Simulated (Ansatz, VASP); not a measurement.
**Two plane-wave programs on BN**

The input INCAR:

```
SYSTEM = BN
ALGO = Normal
EDIFF = 1E-8
ENCUT = 520
GGA = PE
ISIF = 2
ISMEAR = -1
LASPH = .True.
LCHARG = .False.
LEFG = .True.
LREAL = .False.
LWAVE = .False.
NBANDS = 16
NELM = 100
PREC = Accurate
SIGMA = 0.02
```

KPOINTS

```
k-points
0
Gamma
  11 11 6
  0 0 0
```

POSCAR

```
BN
1.0
    2.5359998164      0.0000000000      0.0000000000
   -1.2679999082      2.1962402650      0.0000000000
    0.0000000000      0.0000000000      4.1990000000
B N
2 2
Direct
    0.6666666667      0.3333333333      0.0000000000
    0.3333333333      0.6666666667      0.5000000000
    0.6666666667      0.3333333333      0.3750000000
    0.3333333333      0.6666666667      0.8750000000
```

Input for Ansatz:

```yaml
crystal:
  lattice:
    - [2.5359998164, 0.0, 0.0]
    - [-1.2679999082, 2.196240265, 0.0]
    - [0.0, 0.0, 4.199]
  atoms:
    - { symbol: B, position: [0.6666666667, 0.3333333333, 0.0] }
    - { symbol: B, position: [0.3333333333, 0.6666666667, 0.5] }
    - { symbol: "N", position: [0.6666666667, 0.3333333333, 0.375] }
    - { symbol: "N", position: [0.3333333333, 0.6666666667, 0.875] }
kpoints:
  mp_grid: { grid: [11, 11, 6] }
  band_path:
    path:
      - [0.0, 0.0, 0.0]
      - [0.5, 0.0, 0.0]
      - [0.3333333333, 0.3333333333, 0.0]
      - [0.0, 0.0, 0.0]
      - [0.0, 0.0, 0.5]
      - [0.5, 0.0, 0.5]
      - [0.3333333333, 0.3333333333, 0.5]
      - [0.0, 0.0, 0.5]
      - [0.5, 0.0, 0.5]
    npoints: 8
scf:
  occupations: { method: fermi_dirac, width: 0.02 }
hamiltonian:
  xc: pbe
  pseudopotentials: { kind: paw }
output:
  forces: true
  stress: true
  eigenvalues: true
  efg: { contact_densities: true }
  populations: true
  bader: true
  dos: { projected: true, de: 0.2, e_range: [-14, 8] }
```

Alike in both runs: task electric field gradients; functional PBE; k mesh 11 × 11 × 6; occupations fermi-dirac, width 0.02 eV; no spin polarisation.

|  | VASP | Ansatz |
| --- | --- | --- |
| version | VASP 6.6.1 | Ansatz 0.2.0 |
| potentials or method | VASP PAW PBE potentials, release 64 (B, N) | PAW with Ansatz's default frozen-core files, scalar-relativistic |
| plane-wave cutoff (eV) | 520 | 420 |
| valence electrons in the cell | 16 | 16 |

Ansatz gave:

| Property | Result |
| --- | --- |
| gap on the k mesh at the Fermi level (eV) | 5.39 |
| pressure (GPa) | 8.0 |
| largest component of the traceless stress (GPa) | 0.76 |
| rms of the force components (eV/Å) | 0.032 |
| Vzz of the field gradient on the site that differs most (V/Å²) | 0.9 |

Problem. Which values does VASP return?

Solution. gap on the k mesh at the Fermi level (eV): 5.37; pressure (GPa): 8.3; largest component of the traceless stress (GPa): 0.81; rms of the force components (eV/Å): 0.033; Vzz of the field gradient on the site that differs most (V/Å²): 1.2.

Atom by atom the forces differ by 0.001 eV/Å (rms over components).

Caveats: an odd mesh through Γ misses points on the zone boundary, where band edges often lie; the cell's inner coordinates are idealised or old, which leaves forces on the atoms. As with any semilocal functional, this PBE gap is likely too small.
